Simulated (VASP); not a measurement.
Write the native input for VASP 6.6.1 that does the following.

* Task: band structure
* Functional: TB-mBJ
* Potentials or basis: VASP PAW PBE potentials, release 64 (Cs_sv, Sn_d, I)
* Cutoff: 520 eV
* k mesh: 6 × 6 × 6
* Occupations: gaussian, width 0.03 eV
* Spin: no spin polarisation
* Further INCAR settings: ALGO = Normal; EDIFF = 1e-06

The system is Cs2SnI6.

```
CELL_PARAMETERS angstrom
0.00000 5.77993 5.77993
5.77993 0.00000 5.77993
5.77993 5.77993 0.00000
ATOMIC_POSITIONS crystal
Cs 0.25000 0.25000 0.25000
Cs 0.75000 0.75000 0.75000
Sn 0.00000 0.00000 0.00000
I 0.75172 0.24828 0.24828
I 0.24828 0.75172 0.24828
I 0.24828 0.75172 0.75172
I 0.75172 0.24828 0.75172
I 0.24828 0.24828 0.75172
I 0.75172 0.75172 0.24828
```

One way to write it, as run:

POSCAR

```
Cs2SnI6                                 
1.0
    0.0000000000      5.7799330678      5.7799330678
    5.7799330678      0.0000000000      5.7799330678
    5.7799330678      5.7799330678      0.0000000000
  Cs              Sn              I             
     2     1     6
Direct
     0.2500000000000000    0.2500000000000000    0.2500000000000000
     0.7500000000000000    0.7500000000000000    0.7500000000000000
     0.0000000000000000    0.0000000000000000    0.0000000000000000
     0.7517152152541011    0.2482847847458989    0.2482847847458989
     0.2482847847458989    0.7517152152541011    0.2482847847458989
     0.2482847847458989    0.7517152152541011    0.7517152152541011
     0.7517152152541011    0.2482847847458989    0.7517152152541011
     0.2482847847458989    0.2482847847458989    0.7517152152541011
     0.7517152152541011    0.7517152152541011    0.2482847847458989
```

INCAR.step1

```
PREC = Accurate
ENCUT = 520
EDIFF = 1E-5
ISMEAR = 0
SIGMA = 0.03
LREAL = False
LASPH = True
NELM = 80
ALGO = Normal
ISIF = 2
LWAVE = True
LCHARG = False
KPAR = 4
GGA = PE
```

INCAR.step2

```
PREC = Accurate
ENCUT = 520
EDIFF = 1E-6
ISMEAR = 0
SIGMA = 0.03
LREAL = False
LASPH = True
NELM = 80
ALGO = Normal
ISIF = 2
LWAVE = False
LCHARG = False
METAGGA = MBJ
KPAR = 4
ISTART = 1
```

KPOINTS

```
Automatic mesh
0
Gamma
  6 6 6
```

KPOINTS_OPT

```
explicit points
202
Reciprocal
 0.0000000000  0.0000000000  0.0000000000 1
 0.0555555556  0.0000000000  0.0555555556 1
 0.1111111111  0.0000000000  0.1111111111 1
 0.1666666667  0.0000000000  0.1666666667 1
 0.2222222222  0.0000000000  0.2222222222 1
 0.2777777778  0.0000000000  0.2777777778 1
[... 194 lines left out ...]
 0.4771001200  0.0228998800  0.5000000000 1
 0.5228998800 -0.0228998800  0.5000000000 1
```

Potentials or basis: VASP PAW PBE potentials, release 64 (Cs_sv, Sn_d, I).

Run with:

```sh
$ cat potpaw_PBE.64/Cs_sv/POTCAR potpaw_PBE.64/Sn_d/POTCAR potpaw_PBE.64/I/POTCAR > POTCAR
$ cp INCAR.step1 INCAR
$ mpirun -np 4 vasp_std > vasp.out
$ cp INCAR.step2 INCAR
$ mpirun -np 4 vasp_std > vasp.out
```

It gave:

```yaml
Band_gap_on_the_k_mesh: 0.62 eV, direct
Band_gap_along_the_path: 0.62 eV, direct
```

Caveat: spin-orbit coupling is left out, which moves the levels of the heavy elements.

It took 11 min on 4 MPI ranks on Intel(R) Xeon(R) 6975P-C (Granite Rapids) (shared host), peak memory 0.75 GiB a rank.
